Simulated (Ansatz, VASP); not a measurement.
Se: VASP beside Ansatz

The input INCAR:

```
SYSTEM = Se
  PREC = Accurate
  ENCUT = 520
  EDIFF = 1E-7
  ISMEAR = -1
  SIGMA = 0.08
  LREAL = .False.
  LASPH = .True.
  NELM = 100
  ALGO = Normal
  ISIF = 2
  LWAVE = .False.
  LCHARG = .False.
  GGA = PE
  NBANDS = 13
```

The input KPOINTS:

```
regular mesh
0
Gamma
  13 13 13
  0 0 0
```

POSCAR

```
Se
1.0
    1.6876278957     -0.9743524199      2.7584545472
    0.0000000000      1.9487048398      2.7584545472
   -1.6876278957     -0.9743524199      2.7584545472
Se
2
Direct
    0.2500000000      0.2500000000      0.2500000000
   -0.2500000000     -0.2500000000     -0.2500000000
```

Input for Ansatz:

```yaml
crystal:
  lattice:
    - [1.6876278957, -0.9743524199, 2.7584545472]
    - [0.0, 1.9487048398, 2.7584545472]
    - [-1.6876278957, -0.9743524199, 2.7584545472]
  atoms:
    - { symbol: Se, position: [0.25, 0.25, 0.25] }
    - { symbol: Se, position: [-0.25, -0.25, -0.25] }
kpoints:
  mp_grid: { grid: [13, 13, 13] }
scf:
  occupations: { method: fermi_dirac, width: 0.08 }
hamiltonian:
  xc: pbe
  pseudopotentials: { kind: nc }
output:
  forces: true
  stress: true
  eigenvalues: true
```

Change from the starting cell: volume scaled by 0.6, norm-conserving files.

Alike in both runs: task single point; functional PBE; k mesh 13 × 13 × 13; occupations fermi-dirac, width 0.08 eV; no spin polarisation.

```csv
,VASP,Ansatz
version,VASP 6.6.1,Ansatz 0.2.0
potentials or method,"VASP PAW PBE potentials, release 64 (Se)","norm-conserving pseudopotentials, scalar-relativistic"
plane-wave cutoff (eV),520,1170
valence electrons in the cell,12,32
```

|  | VASP | Ansatz | Ansatz less VASP |
| --- | --- | --- | --- |
| pressure (GPa) | 105.3 | 103.8 | -1.53 |
| largest component of the traceless stress (GPa) | 0.09 | 0.09 | 0.000 |

With one functional, cell and mesh, what is left measures potentials, basis and numerics. The two sets of potentials don't hold the same shells in valence.

Caveats: the cell as given lies far from equilibrium; so large a pressure means that the cell lies far from this level's equilibrium, or that cutoff or potentials fall short (VASP).
